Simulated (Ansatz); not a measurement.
# SiC (F-43m), tetragonal deformation path

These are results of DFT r2SCAN, scalar-relativistic, plane waves, PAW in Ansatz 0.2.0, not measurements. Cutoff 500 eV, Γ-centred 12×12×12 k-points, Gaussian smearing of 0.05 eV. No spin polarisation. Energies are free energies at this smearing, counted from the undisturbed cell; pressure is positive in compression.

Zero of the scan (relaxed at this level):

```
Si C
1.0
     0.00000    2.17814    2.17814
     2.17814    0.00000    2.17814
     2.17814    2.17814    0.00000
Si C
1 1
Direct
  0.00000 0.00000 0.00000
  0.75000 0.75000 0.75000
```

At fixed volume and fractional coordinates, lengths along (0.000, 0.000, 1.000) are scaled against those across it; ρ is that ratio over its starting value.

| ρ | ΔE (meV/atom) | pressure (GPa) | gap on the mesh (eV) |
| --- | --- | --- | --- |
| 0.650 | 691.6 | -12.5 | 0.00 |
| 0.707 | 481.9 | -9.0 | 0.00 |
| 0.780 | ? | -5.0 | 0.00 |
| 0.850 | 127.6 | -2.1 | 0.28 |
| 0.920 | 37.3 | -0.5 | 0.89 |
| 0.960 | 9.5 | -0.1 | 1.29 |
| 1.000 | 0.0 | 0.0 | 1.71 |
| 1.050 | ? | -0.2 | ? |
| 1.100 | 62.0 | -0.5 | 1.17 |
| 1.200 | ? | -1.6 | ? |
| 1.300 | 568.6 | -2.6 | 0.00 |
| 1.414 | ? | -2.7 | 0.00 |
| 1.500 | 1434.6 | -1.3 | 0.00 |

Where the gap reads zero the k-mesh, chosen for the insulator, is on the coarse side.

Question: Give the withheld values.

Answer: ΔE (meV/atom) at ρ = 0.780: 270.4; ΔE (meV/atom) at ρ = 1.050: 15.3; gap on the mesh (eV) at ρ = 1.050: 1.45; ΔE (meV/atom) at ρ = 1.200: 252.1; gap on the mesh (eV) at ρ = 1.200: 0.60; ΔE (meV/atom) at ρ = 1.414: 1059.7.

Cost: 13 runs of about 2 core-minutes in all, on Intel Xeon Platinum 8259CL (Skylake/Cascade Lake) (shared hosts).